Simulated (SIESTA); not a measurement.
Here is a SIESTA 5.4.2 calculation.

The input Au.fdf:

```
SystemName                      Au
SystemLabel                     Au
NumberOfSpecies                 1
NumberOfAtoms                   2
%block ChemicalSpeciesLabel
  1  79 Au
%endblock ChemicalSpeciesLabel

LatticeConstant                 1.0 Ang
%block LatticeVectors
     2.9000000000     0.0000000000     0.0000000000
    -1.4500000000     2.5114736710     0.0000000000
     0.0000000000     0.0000000000     4.8800000000
%endblock LatticeVectors
AtomicCoordinatesFormat         Fractional
%block AtomicCoordinatesAndAtomicSpecies
     0.6666666667     0.3333333333     0.2500000000  1  Au
     0.3333333333     0.6666666667     0.7500000000  1  Au
%endblock AtomicCoordinatesAndAtomicSpecies

%block kgrid.MonkhorstPack
    8   0   0  0.0
    0   8   0  0.0
    0   0   4  0.0
%endblock kgrid.MonkhorstPack
XC.Functional                   GGA
XC.Authors                      PBEsol
PAO.BasisSize                   DZP
PAO.EnergyShift                 0.003 Ry
Mesh.Cutoff                     1200 Ry
OccupationFunction              FD
ElectronicTemperature           0.05 eV
MaxSCFIterations                120
SCF.MustConverge                false
SCF.Mixer.Method                Pulay
SCF.Mixer.Weight                0.25
SCF.Mixer.History               8
SCF.DM.Tolerance                5.0e-05
SCF.H.Tolerance                 1.0e-03 eV
WriteForces                     true
Charge.Mulliken                 end
MD.TypeOfRun                    Broyden
MD.Steps                        40
MD.MaxForceTol                  0.01 eV/Ang
MD.MaxDispl                     0.1 Ang
WriteCoorStep                   true
AtomCoorFormatOut               Fractional
MD.VariableCell                 true
MD.MaxStressTol                 0.05 GPa
%block PAO.Basis
  Au 5
  n=5 0 2
    2.662 0.000
  n=6 0 2
    6.968 0.000
  n=5 1 2
    3.170 0.000
  n=6 1 1
    6.968
  n=5 2 2
    5.436 0.000
%endblock PAO.Basis
```

Potentials or basis: PseudoDojo 0.4 standard (PBEsol files), DZP (energy shift 0.003 Ry; two zetas on semicore shells).

The run is started by

```bash
$ siesta < Au.fdf > Au.out 2>&1
```

(1) Predict the band gap on the k mesh.

(2) What does it give for the space group after relaxing (to 0.05 Å)?

## Answers

(1) none (metal or under the smearing width).

(2) P6_3/mmc (No. 194).

Caveat: short orbitals over semicore shells can move pressures by several GPa; the basis of atomic orbitals isn't converged, which shifts pressures, moduli and gaps.
